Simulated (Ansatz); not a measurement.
Runs of Ansatz 0.2.0 on HfC. It takes space group Fm-3m (No. 225, cubic). Conventional cell: a = 4.650 Å, b = 4.650 Å, c = 4.650 Å, α = 90.00°, β = 90.00°, γ = 90.00°. Around Hf (site symmetry m-3m) lie 6 C at 2.32 to 2.33 Å. C (site symmetry m-3m) is surrounded by 6 Hf at 2.32 to 2.33 Å. 

| task | level | potentials or basis | spin | cell | k mesh | cutoff (eV) | smearing | points for each segment of the path | mesh quality | gap on the mesh (eV) | pressure (GPa) |
| --- | --- | --- | --- | --- | --- | --- | --- | --- | --- | --- | --- |
| atomic charges | revPBE+D3(BJ)-ATM | PseudoDojo stringent (PBEsol files) | off | as given | 10 × 10 × 10 | 1796 | gaussian 0.1 eV | - | not flagged | none | (a) |
| electric field gradients | PBE+D4 | Ansatz PAW | collinear, random start | volume scaled by 0.92 | 10 × 10 × 10 | 420 | tetrahedron | - | not flagged | none | 19.0 |
| density of states | PBE0+D3(BJ) | PseudoDojo stringent (PBE files) | off | volume scaled by 1.25 | 5 × 5 × 5 | 1796 | fermi-dirac 0.1 eV | - | coarse | none | -41.6 |
| band structure | RPBE+D3(BJ) | Ansatz PAW | SOC, no magnetisation | as given | 10 × 10 × 10 | 420 | methfessel-paxton 0.1 eV | 14 | not flagged | none | (b) |
| density of states | B3LYP5 | Ansatz PAW | off | as given | 6 × 6 × 6 | 420 | gaussian 0.15 eV | - | coarse | none | 4.5 |

Fill in the values left out.

(a) -4.9; (b) -27.9.

Caveats: some runs use coarse meshes; pairwise dispersion overbinds metals, which lowers pressure and volume (some runs); the potentials were made for another functional, which shifts forces and pressure (some runs); the thresholds are loose for stress (some runs); the PAW data sets come from PBE, with cores solved anew for the run's functional, which leaves a small shift of forces and pressure (some runs); with tetrahedron occupations forces and stress needn't match the slope of the energy (some runs); the starting moments weren't kept (some runs); so large a pressure means that the cell lies far from this level's equilibrium, or that cutoff or potentials fall short (some runs).

A k mesh can miss the band edges, and rows without SOC leave out spin-orbit coupling on Hf.

A gap of «none» marks a metal or a gap under the smearing width.
